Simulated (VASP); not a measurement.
**MgS: relaxation of cell and atoms with r2SCAN+rVV10**

Crystal: MgS.

```xyz
2
Lattice="0.0000 2.5950 2.5950 2.5950 0.0000 2.5950 2.5950 2.5950 0.0000" Properties=species:S:1:pos:R:3 pbc="T T T"
Mg    0.0000    0.0000    0.0000
S     2.5950    2.5950    2.5950
```

The cell was built by a generator and needn't be a form met in nature.

| Quantity | Value |
| --- | --- |
| Program | VASP 6.6.1 |
| Task | relaxation of cell and atoms |
| Functional | r2SCAN |
| Dispersion | rVV10 |
| Potentials or basis | VASP PAW PBE potentials, release 64 (Mg, S) |
| Cutoff | 600 eV |
| k mesh | 10 × 10 × 10 |
| Occupations | gaussian, width 0.02 eV |
| Spin | no spin polarisation |
| Further INCAR settings | ALGO = Normal; EDIFF = 1e-06; IBRION = 2; EDIFFG = -0.005; NSW = 40; ISIF = 3 |

| Item | Value |
| --- | --- |
| Relaxed volume | 17.38 Å³/atom |
| Relaxed cell | a = 3.663 Å, b = 3.663 Å, c = 3.663 Å, α = 60.00°, β = 60.00°, γ = 60.00° |
| Space group after relaxing (to 0.05 Å) | Fm-3m (No. 225) |
| Energy gained by relaxing | 0.1 meV/atom |
| Ionic steps | 3 |
| Pressure after relaxing | 0.0 GPa |
| Band gap on the k mesh | 3.43 eV, indirect (least direct gap 4.69 eV) |

The path:
```csv
step,energy change (eV),largest force (eV/Å),pressure (GPa),volume (Å³)
1,0.0000,0.0000,-0.45,34.95
2,-0.0002,0.0000,0.09,34.70
3,-0.0003,0.0000,0.01,34.76
```

Final structure:
```xyz
2
Lattice="0.0000 2.5903 2.5903 2.5903 0.0000 2.5903 2.5903 2.5903 0.0000" Properties=species:S:1:pos:R:3 pbc="T T T"
Mg    0.0000    0.0000    0.0000
S     2.5903    2.5903    2.5903
```

Levels at points of the mesh, in eV from the valence-band top:
```tsv
k point	band 1	band 2	band 3	band 4	band 5	band 6	band 7	band 8
(0.00, 0.00, 0.00)	-13.27	0.00	0.00	0.00	4.69	8.49	8.49	8.49
(0.50, 0.00, 0.00)	-11.90	-4.97	-0.64	-0.64	5.19	7.49	7.49	11.36
(0.50, 0.50, 0.00)	-11.50	-4.36	-1.77	-1.77	3.43	4.84	13.24	13.52
```

Run time: 95 s on 4 MPI ranks on AMD EPYC 9R45 96-Core Processor (Zen 5) (shared host), peak memory 0.28 GiB a rank.

Caveat: the PAW data sets were made with another functional, which shifts forces and pressure a little. r2SCAN opens gaps a little over a GGA but as a rule still falls short of measured ones.
